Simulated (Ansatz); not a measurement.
Runs of Ansatz 0.2.0 on B. It takes space group P4/mmm (No. 123, tetragonal). The conventional cell has a = 2.346 Å, b = 2.346 Å, c = 1.586 Å, α = 90.00°, β = 90.00°, γ = 90.00°. B (site symmetry 4/mmm) is surrounded by 2 B at 1.59 Å. The cell was built by a generator and needn't be a form met in nature.

```csv
level,cutoff (eV),gap on the mesh (eV),pressure (GPa),relaxed volume (Å³/atom)
RPBE,420,none,0.0,(b)
r2SCAN,500,none,0.0,8.82
BLYP,420,none,0.0,10.11
PBEsol,420,none,0.0,8.35
LDA,420,none,0.0,(a)
revPBE,420,none,0.0,8.80
```

Alike in all rows: task relaxation of cell and atoms; potentials or basis Ansatz PAW; no spin polarisation; cell relaxed; k mesh 11 × 11 × 16; smearing fermi-dirac 0.05 eV.

Task: Fill in the values left out.

Result: (a) 8.18; (b) 8.85.

Caveats: the plane-wave basis is chosen anew once the cell has moved, so the energies of steps on either side of that aren't comparable; the PAW data sets come from PBE, with cores solved anew for the run's functional, which leaves a small shift of forces and pressure; the volume moved by over 15 % at a fixed basis, so the end points are rough (some runs).

A gap of «none» marks a metal or a gap under the smearing width.

Runs at the PBE level aren't shown here.
